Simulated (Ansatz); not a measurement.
Layered crystal of MoS₂, relaxed:

```cif
data_structure
_symmetry_space_group_name_H-M 'R3m:H'
_symmetry_Int_Tables_number 160
_cell_length_a 3.1529
_cell_length_b 3.1529
_cell_length_c 17.9896
_cell_angle_alpha 90.000
_cell_angle_beta 90.000
_cell_angle_gamma 120.000
_cell_volume 154.88
loop_
_atom_site_label
_atom_site_type_symbol
_atom_site_symmetry_multiplicity
_atom_site_Wyckoff_symbol
_atom_site_fract_x
_atom_site_fract_y
_atom_site_fract_z
_atom_site_occupancy
Mo1 Mo 3 a 0.66667 0.33333 0.33332 1
S1 S 3 a 0.00000 0.00000 0.24644 1
S2 S 3 a 0.33333 0.66667 0.08694 1
```

The calculation used DFT PBE+D3(BJ), scalar-relativistic, plane waves, PAW (Ansatz 0.2.0). Plane waves to 420 eV, a k mesh through Γ of 12×12×12 on the computed 3-atom cell and Gaussian smearing (0.02 eV); no spin polarisation.

Problem. What does it cost to take out one layer and relax it free-standing?

Solution. 33.3 meV/Å² (95 meV/atom). The layer's area changes by +0.1 %. The gap on the mesh goes from 0.79 eV to 1.78 eV. The layer is isolated along c and computed on a 12×12×1 mesh.

Gaps are read on the k meshes alone.